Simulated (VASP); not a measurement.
# K in VASP: settings compared

Aim: see how the results for K move with the level of theory and the settings. Levels: LDA, PBE, PBEsol. Tasks: relaxation of the atoms.

All numbers are computed with VASP 6.6.1; they aren't measurements. Logs are shortened: lines on timing, memory, paths and dates and some standing lists are left out, and cuts for length are marked.

## (1) The slab as given

The cell holds a slab with vacuum, 4 atoms: a = 4.797 Å, b = 4.797 Å, c = 25.176 Å, α = 90.00°, β = 90.00°, γ = 90.00°.

The slab is cut from a database's or a generator's crystal, which needn't be the stable form of the element.

## (2) Relaxation of the atoms, LDA

INCAR reads:

```
SYSTEM = K
PREC = Accurate ; ENCUT = 520
EDIFF = 1E-6 ; ISMEAR = -1
SIGMA = 0.05 ; LREAL = .False.
LASPH = .True. ; NELM = 80
ALGO = Fast ; ISIF = 2
LWAVE = .False. ; LCHARG = .False.
LDIPOL = .True. ; IDIPOL = 3
DIPOL = 0.5 0.5 0.500 ; GGA = CA
IBRION = 2 ; NSW = 60
EDIFFG = -0.005
```

KPOINTS reads:

```
regular mesh
0
Gamma
  5 5 1
  0 0 0
```

POSCAR reads:

```
K
1.0
    4.7968325411      0.0000000000      0.0000000000
    0.0000000000      4.7968325411      0.0000000000
    0.0000000000      0.0000000000     25.1756184540
K
4
Selective dynamics
Direct
    0.5000000000      0.5000000000      0.2979072794  F F F
    0.0000000000      0.0000000000      0.4326357598  F F F
    0.5000000000      0.5000000000      0.5673642402  T T T
    0.0000000000      0.0000000000      0.7020927206  T T T
```

Potentials or basis: VASP PAW LDA potentials, release 64 (K_sv).

The run is started by

```bash
$ cat potpaw_LDA.64/K_sv/POTCAR > POTCAR
$ mpirun -np 1 vasp_std > vasp.out
```

OUTCAR:

```text
SYSTEM = K
   PREC = Accurate
   ENCUT = 520
   EDIFF = 1E-6
   ISMEAR = -1
   LREAL = .False.
   LASPH = .True.
   NELM = 80
   ISIF = 2
   GGA = CA
   IBRION = 2
   NSW = 60
   EDIFFG = -0.005

 ion  position               nearest neighbor table
   1  0.500  0.500  0.298-
   2  0.000  0.000  0.433-
   3  0.500  0.500  0.567-
   4  0.000  0.000  0.702-

  LATTYP: Found a simple tetragonal cell.
 ALAT       =     4.7968325411
 C/A-ratio  =     5.2483838529

  Lattice vectors:

 A1 = (   4.7968325411,   0.0000000000,   0.0000000000)
 A2 = (   0.0000000000,   4.7968325411,   0.0000000000)
 A3 = (   0.0000000000,   0.0000000000,  25.1756184540)

Analysis of symmetry for initial positions (statically):
=====================================================================
 Subroutine PRICEL returns:
 Original cell was already a primitive cell.

 Routine SETGRP: Setting up the symmetry group for a
 simple tetragonal supercell.

 Subroutine GETGRP returns: Found 16 space group operations
 (whereof  8 operations were pure point group operations)
 out of a pool of 16 trial point group operations.

The static configuration has the point symmetry C_4v.
 The point group associated with its full space group is D_4h.

Analysis of symmetry for dynamics (positions and initial velocities):
=====================================================================
 Subroutine PRICEL returns:
 Original cell was already a primitive cell.

 Routine SETGRP: Setting up the symmetry group for a
 simple tetragonal supercell.

 Subroutine GETGRP returns: Found 16 space group operations
 (whereof  8 operations were pure point group operations)
 out of a pool of 16 trial point group operations.

The dynamic configuration has the point symmetry C_4v.
 The point group associated with its full space group is D_4h.

Analysis of constrained symmetry for selective dynamics:
=====================================================================
 Subroutine PRICEL returns:
 Original cell was already a primitive cell.

 Routine SETGRP: Setting up the symmetry group for a
 simple tetragonal supercell.

 Subroutine GETGRP returns: Found  8 space group operations
 (whereof  8 operations were pure point group operations)
 out of a pool of 16 trial point group operations.

The constrained configuration has the point symmetry C_4v.

 Subroutine INISYM returns: Found  8 space group operations
 (whereof  8 operations are pure point group operations),
 and found     1 'primitive' translations

----------------------------------------------------------------------------------------

                                     Primitive cell

  volume of cell :     579.2810

  direct lattice vectors                    reciprocal lattice vectors
     4.796832541  0.000000000  0.000000000     0.208470901  0.000000000  0.000000000
     0.000000000  4.796832541  0.000000000     0.000000000  0.208470901  0.000000000
     0.000000000  0.000000000 25.175618454     0.000000000  0.000000000  0.039720971

  length of vectors
     4.796832541  4.796832541 25.175618454     0.208470901  0.208470901  0.039720971

  position of ions in fractional coordinates (direct lattice)
     0.500000000  0.500000000  0.297907279
     0.000000000  0.000000000  0.432635760
     0.500000000  0.500000000  0.567364240
     0.000000000  0.000000000  0.702092721

  ion indices of the primitive-cell ions
   primitive index   ion index
                 1           1
                 2           2
                 3           3
                 4           4

----------------------------------------------------------------------------------------

 KPOINTS: regular mesh

Automatic generation of k-mesh.
 Grid dimensions read from file:
 generate k-points for:    5    5    1

 Generating k-lattice:

  Cartesian coordinates                     Fractional coordinates (reciprocal lattice)
     0.041694180  0.000000000  0.000000000     0.200000000  0.000000000  0.000000000
     0.000000000  0.041694180  0.000000000     0.000000000  0.200000000  0.000000000
     0.000000000  0.000000000  0.039720971     0.000000000  0.000000000  1.000000000

  Length of vectors
     0.041694180  0.041694180  0.039720971

  Shift w.r.t. Gamma in fractional coordinates (k-lattice)
     0.000000000  0.000000000  0.000000000

 Subroutine IBZKPT returns following result:
 ===========================================

 Found      6 irreducible k-points:

 Following reciprocal coordinates:
            Coordinates               Weight
  0.000000  0.000000  0.000000      1.000000
  0.200000  0.000000  0.000000      4.000000
  0.400000  0.000000  0.000000      4.000000
  0.200000  0.200000  0.000000      4.000000
  0.400000  0.200000  0.000000      8.000000
  0.400000  0.400000  0.000000      4.000000
   k-points           NKPTS =      6   k-points in BZ     NKDIM =      6   number of bands    NBANDS=     22
   number of dos      NEDOS =    301   number of ions     NIONS =      4
   total plane-waves  NPLWV = 248832
   dimension x,y,z NGX =    36 NGY =   36 NGZ =  192
   dimension x,y,z NGXF=    72 NGYF=   72 NGZF=  384
   ions per type =               4
   NGX,Y,Z   is equivalent  to a cutoff of  12.48, 12.48, 12.68 a.u.
   NGXF,Y,Z  is equivalent  to a cutoff of  24.95, 24.95, 25.36 a.u.
 SYSTEM =  K
   PREC   = accura    normal or accurate (medium, high low for compatibility)
   ISTART =      0    job   : 0-new  1-cont  2-samecut
   ICHARG =      2    charge: 1-file 2-atom 10-const
   ISPIN  =      1    spin polarized calculation?
   LNONCOLLINEAR =      F non collinear calculations
   LSORBIT =      F    spin-orbit coupling
   LASPH  =      T    aspherical Exc in radial PAW
   ENCUT  =  520.0 eV  38.22 Ry    6.18 a.u.   8.92  8.92 46.81*2*pi/ulx,y,z
   NELM   =     80;   NELMIN=  2; NELMDL= -5     # of ELM steps
   EDIFF  = 0.1E-05   stopping-criterion for ELM
   LREAL  =      F    real-space projection
   EDIFFG = -.5E-02   stopping-criterion for IOM
   NSW    =     60    number of steps for IOM
   IBRION =      2    ionic relax: 0-MD 1-quasi-New 2-CG
   NFREE  =      1    steps in history (QN), initial steepest desc. (CG)
   ISIF   =      2    stress and relaxation
   ISYM   =      2    0-nonsym 1-usesym 2-fastsym
   POTIM  = 0.5000    time-step for ionic-motion
   TEBEG  =    0.0;   TEEND  =   0.0 temperature during run
   PSTRESS=    0.0 pullay stress
   NELECT =      36.0000    total number of electrons
   NUPDOWN=      -1.0000    fix difference up-down
   EMIN   =  10.00;   EMAX   =-10.00  energy-range for DOS
   EFERMI =   0.00;   METHOD = LEGACY
   ISMEAR =    -1;   SIGMA  =   0.05  broadening in eV -4-tet -1-fermi 0-gaus
   EFERMI_NEDOS =   21; number of points for ismear=-14 and -15
   IALGO  =     68    algorithm
   IMIX   =      4    mixing-type and parameters
     AMIX     =   0.40;   BMIX     =  1.00
     AMIX_MAG =   1.60;   BMIX_MAG =  1.00
  volume/ion in A,a.u.               =     144.82       977.30
  Fermi-wavevector in a.u.,A,eV,Ry     =   0.648454  1.225401  5.721151  0.420493
  Thomas-Fermi vector in A             =   1.717092
   LORBIT       =      0    0 simple, 1 ext, 2 COOP (PROOUT), +10 PAW based schemes
   GGA     = CA    functional components
   LHFCALC =     F    Hartree Fock is set to
   AEXX    =    0.0000 exact exchange contribution
   IVDW    =     0    specifies the selected vdW correction
   LEPSILON=     F    determine dielectric tensor
   LRPA    =     F    only Hartree local field effects (RPA)
 conjugate gradient relaxation of ions
 non-spin polarized calculation
 RMM-DIIS sequential band-by-band and
  energy-cutoff  :      520.00
  volume of cell :      579.28
 maximum number of plane-waves:     15672
 NGX is ok and might be reduce to    36
   NGX = 17   NGY = 17   NGZ = 93

--------------------------------------- Ionic step        1  -------------------------------------------

 number of electron      35.9999998 magnetization

 Free energy of the ion-electron system (eV)
  ---------------------------------------------------
  ext. energy  EPLUGINS =         0.00000000
  ---------------------------------------------------
  free energy    TOTEN  =        -4.22898992 eV

  energy without entropy =       -4.21133162  energy(sigma->0) =       -4.22016077

------------------------ aborting loop because EDIFF is reached ----------------------------------------

  FORCE on cell =-STRESS in cart. coord.  units (eV):
  Direction    XX          YY          ZZ          XY          YZ          ZX
  --------------------------------------------------------------------------------------
  -------------------------------------------------------------------------------------
  Total       -1.3895952     -1.3895952     -0.9820043      0.0000000      0.0000000      0.0000000
  in kB       -3.8433471     -3.8433471     -2.7160310      0.0000000      0.0000000      0.0000000
  external PRESSURE =      -3.4675751 kB  Pullay stress =       0.0000000 kB
[... 95 lines left out ...]
  FREE ENERGIE OF THE ION-ELECTRON SYSTEM (eV)
  ---------------------------------------------------
  free  energy   TOTEN  =        -4.2315812126 eV

  energy  without entropy=       -4.2140936326  energy(sigma->0) =       -4.22283742

 dipolmoment           0.000000      0.000000      0.000344 electrons x Angstroem

[... ionic steps 4 to 12 ...]

--------------------------------------- Ionic step       13  -------------------------------------------

 number of electron      35.9999997 magnetization

------------------------ aborting loop because EDIFF is reached ----------------------------------------

  FORCE on cell =-STRESS in cart. coord.  units (eV):
  Direction    XX          YY          ZZ          XY          YZ          ZX
  --------------------------------------------------------------------------------------
  -------------------------------------------------------------------------------------
  Total       -1.1460796     -1.1460796     -0.3709145      0.0000000      0.0000000      0.0000000
  in kB       -3.1698309     -3.1698309     -1.0258766      0.0000000      0.0000000      0.0000000
  external PRESSURE =      -2.4551795 kB  Pullay stress =       0.0000000 kB
[... 61 lines left out ...]
  energy  without entropy=       -4.2444096827  energy(sigma->0) =       -4.25487093

--------------------------------------- Ionic step       15  -------------------------------------------

 number of electron      35.9999998 magnetization

 dipolmoment           0.000000      0.000000     -0.002888 electrons x Angstroem

 Free energy of the ion-electron system (eV)
  ---------------------------------------------------
  ext. energy  EPLUGINS =         0.00000000
  ---------------------------------------------------
  free energy    TOTEN  =        -4.26537726 eV

  energy without entropy =       -4.24464506  energy(sigma->0) =       -4.25501116

 E-fermi :  -1.3183     XC(G=0):  -3.5317

 val. band max:       -1.4079195366   @ k =   0.4000   0.2000   0.0000
 cond. band min:      -1.1894091775   @ k =   0.4000   0.4000   0.0000
 fundamental gap:      0.2185103591
 Fermi energy:        -1.3182697683

 k-point     1 :       0.0000    0.0000    0.0000
  band No.  band energies     occupation
      1     -33.3247      2.00000
      2     -33.3239      2.00000
      3     -33.1418      2.00000
      4     -33.1331      2.00000
      5     -17.0574      2.00000
      6     -17.0486      2.00000
[... 139 lines left out ...]
     21       0.0296      0.00000
     22       0.3615      0.00000

------------------------ aborting loop because EDIFF is reached ----------------------------------------

 vacuum level on the upper side and lower side of the slab       (xc-potential included)        -0.244        -0.243

  FORCE on cell =-STRESS in cart. coord.  units (eV):
  Direction    XX          YY          ZZ          XY          YZ          ZX
  --------------------------------------------------------------------------------------
  -------------------------------------------------------------------------------------
  Total       -1.1627726     -1.1627726     -0.4003509      0.0000000      0.0000000      0.0000000
  in kB       -3.2160005     -3.2160005     -1.1072919      0.0000000      0.0000000      0.0000000
  external PRESSURE =      -2.5130977 kB  Pullay stress =       0.0000000 kB

 VOLUME and BASIS-vectors are now :
 -----------------------------------------------------------------------------
  energy-cutoff  :      520.00
  volume of cell :      579.28
      direct lattice vectors                 reciprocal lattice vectors
     4.796832541  0.000000000  0.000000000     0.208470901  0.000000000  0.000000000
     0.000000000  4.796832541  0.000000000     0.000000000  0.208470901  0.000000000
     0.000000000  0.000000000 25.175618454     0.000000000  0.000000000  0.039720971
[... 10 lines left out ...]
  FREE ENERGIE OF THE ION-ELECTRON SYSTEM (eV)
  ---------------------------------------------------
  free  energy   TOTEN  =        -4.2653772607 eV

  energy  without entropy=       -4.2446450581  energy(sigma->0) =       -4.25501116

 reached required accuracy - stopping structural energy minimisation

 vacuum level on the upper side and lower side of the slab         0.901         0.903
```

It took 20 min on 1 thread of Intel Xeon Platinum 8488C (Sapphire Rapids), shared host; peak memory 0.41 GiB.

Results:

```yaml
Free_energy: -4.2654 eV
Energy_gained_by_relaxing: 9.1 meV/atom
Ionic_steps: 15
Band_gap_on_the_k_mesh: none (metal or under the smearing width)
```

The path:
```tsv
step	energy change (eV)	largest force (eV/Å)	pressure (GPa)
1	0.0000	0.1098	-0.35
2	-0.0007	0.1125	-0.35
3	-0.0026	0.1098	-0.34
4	-0.0062	0.1097	-0.34
5	-0.0121	0.1099	-0.33
6	-0.0182	0.1102	-0.31
7	-0.0184	0.1106	-0.30
8	-0.0204	0.1110	-0.30
9	-0.0256	0.1102	-0.29
10	-0.0331	0.1076	-0.27
11	-0.0348	0.1260	-0.22
12	-0.0364	0.1049	-0.24
13	-0.0364	0.1024	-0.25
14	-0.0363	0.1026	-0.25
15	-0.0364	0.1028	-0.25
```

Final structure:
```
CELL_PARAMETERS angstrom
4.79683 0.00000 0.00000
0.00000 4.79683 0.00000
0.00000 0.00000 25.17562
ATOMIC_POSITIONS crystal
K 0.50000 0.50000 0.29791
K 0.00000 0.00000 0.43264
K 0.50000 0.50000 0.55516
K 0.00000 0.00000 0.67300
```

## (3) Relaxation of the atoms, PBE

INCAR: that of step 2 with these lines changed.

```diff
@@ -8,3 +8,3 @@
 LDIPOL = .True. ; IDIPOL = 3
-DIPOL = 0.5 0.5 0.500 ; GGA = CA
+DIPOL = 0.5 0.5 0.500 ; GGA = PE
 IBRION = 2 ; NSW = 60
```

KPOINTS is that of step 2.

POSCAR is that of step 2.

Potentials or basis: VASP PAW PBE potentials, release 64 (K_sv).

The run is started by

```bash
$ cat potpaw_PBE.64/K_sv/POTCAR > POTCAR
$ mpirun -np 1 vasp_std > vasp.out
```

It took 26 min on 1 thread of Intel Xeon Platinum 8488C (Sapphire Rapids), shared host; peak memory 0.59 GiB.

Results (log left out):

```
Free energy               : -3.9312 eV
Energy gained by relaxing : 1.0 meV/atom
Ionic steps               : 21
Band gap on the k mesh    : none (metal or under the smearing width)
```

Step by step:
```csv
step,energy change (eV),largest force (eV/Å),pressure (GPa)
1,0.0000,0.0459,-0.15
2,-0.0002,0.0468,-0.14
3,-0.0007,0.0446,-0.14
4,-0.0016,0.0448,-0.14
5,-0.0029,0.0452,-0.14
6,-0.0031,0.0455,-0.13
7,-0.0034,0.0446,-0.13
8,-0.0033,0.0449,-0.13
9,-0.0034,0.0454,-0.13
10,-0.0034,0.0455,-0.13
11,-0.0034,0.0455,-0.13
12,-0.0034,0.0450,-0.13
13,-0.0034,0.0473,-0.13
14,-0.0036,0.0471,-0.13
15,-0.0038,0.0469,-0.13
16,-0.0040,0.0462,-0.12
17,-0.0036,0.0532,-0.11
18,-0.0040,0.0486,-0.11
19,-0.0040,0.0457,-0.12
20,-0.0040,0.0449,-0.12
21,-0.0040,0.0435,-0.12
```

Final structure:
```
K
1.0
     4.79683    0.00000    0.00000
     0.00000    4.79683    0.00000
     0.00000    0.00000   25.17562
K
4
Direct
  0.50000 0.50000 0.29791
  0.00000 0.00000 0.43264
  0.50000 0.50000 0.56783
  0.00000 0.00000 0.69509
```

Levels at points of the mesh, in eV from the Fermi level:
```
           k point  band 16  band 17  band 18  band 19  band 20  band 21
(0.00, 0.00, 0.00)   -15.61    -1.93    -1.46    -0.74     0.11     0.99
```

## (4) Relaxation of the atoms, PBEsol

INCAR: that of step 3 with these lines changed.

```diff
@@ -8,3 +8,3 @@
 LDIPOL = .True. ; IDIPOL = 3
-DIPOL = 0.5 0.5 0.500 ; GGA = PE
+DIPOL = 0.5 0.5 0.500 ; GGA = PS
 IBRION = 2 ; NSW = 60
```

KPOINTS is that of step 3.

POSCAR is that of step 3.

The run is started by

```bash
$ cat potpaw_PBE.64/K_sv/POTCAR > POTCAR
$ mpirun -np 1 vasp_std > vasp.out
```

Run time: 23 min. Hardware: 1 thread of Intel Xeon Platinum 8488C (Sapphire Rapids), shared host; peak memory 0.6 GiB.

It converged, with:

| Item | Value |
| --- | --- |
| Free energy | -4.2285 eV |
| Energy gained by relaxing | 2.1 meV/atom |
| Ionic steps | 16 |
| Band gap on the k mesh | none (metal or under the smearing width) |

The path:
| step | energy change (eV) | largest force (eV/Å) | pressure (GPa) |
| --- | --- | --- | --- |
| 1 | 0.0000 | 0.0620 | -0.20 |
| 2 | -0.0003 | 0.0648 | -0.20 |
| 3 | -0.0010 | 0.0620 | -0.20 |
| 4 | -0.0024 | 0.0623 | -0.19 |
| 5 | -0.0044 | 0.0621 | -0.19 |
| 6 | -0.0055 | 0.0624 | -0.18 |
| 7 | -0.0056 | 0.0615 | -0.18 |
| 8 | -0.0054 | 0.0611 | -0.18 |
| 9 | -0.0056 | 0.0630 | -0.18 |
| 10 | -0.0056 | 0.0626 | -0.18 |
| 11 | -0.0056 | 0.0626 | -0.18 |
| 12 | -0.0058 | 0.0632 | -0.18 |
| 13 | -0.0064 | 0.0639 | -0.18 |
| 14 | -0.0074 | 0.0634 | -0.17 |
| 15 | -0.0085 | 0.0620 | -0.16 |
| 16 | -0.0085 | 0.0622 | -0.15 |

Final structure:
```
K
1.0
     4.79683    0.00000    0.00000
     0.00000    4.79683    0.00000
     0.00000    0.00000   25.17562
K
4
Direct
  0.50000 0.50000 0.29791
  0.00000 0.00000 0.43264
  0.50000 0.50000 0.56389
  0.00000 0.00000 0.68838
```

Levels at points of the mesh, in eV from the Fermi level:
| k point | band 14 | band 15 | band 16 | band 17 | band 18 | band 19 | band 20 | band 21 | band 22 |
| --- | --- | --- | --- | --- | --- | --- | --- | --- | --- |
| (0.00, 0.00, 0.00) | -15.53 | -15.53 | -15.52 | -1.96 | -1.46 | -0.73 | 0.13 | 1.03 | 1.57 |

Caveat: the PAW data sets were made with another functional, which shifts forces and pressure a little.

## (5) Overview

```tsv
level	potentials or basis	gap on the mesh (eV)
LDA	VASP PAW LDA potentials, release 64 (K_sv)	none
PBE	VASP PAW PBE potentials, release 64 (K_sv)	none
PBEsol	VASP PAW PBE potentials, release 64 (K_sv)	none
```

Alike in all rows: task relaxation of the atoms; no spin polarisation; cell atoms relaxed; k mesh 5 × 5 × 1; cutoff (eV) 520; smearing fermi-dirac 0.05 eV.

Caveats: the PAW data sets were made with another functional, which shifts forces and pressure a little (some runs).

Absolute energies hang on the potentials; compare differences alone.
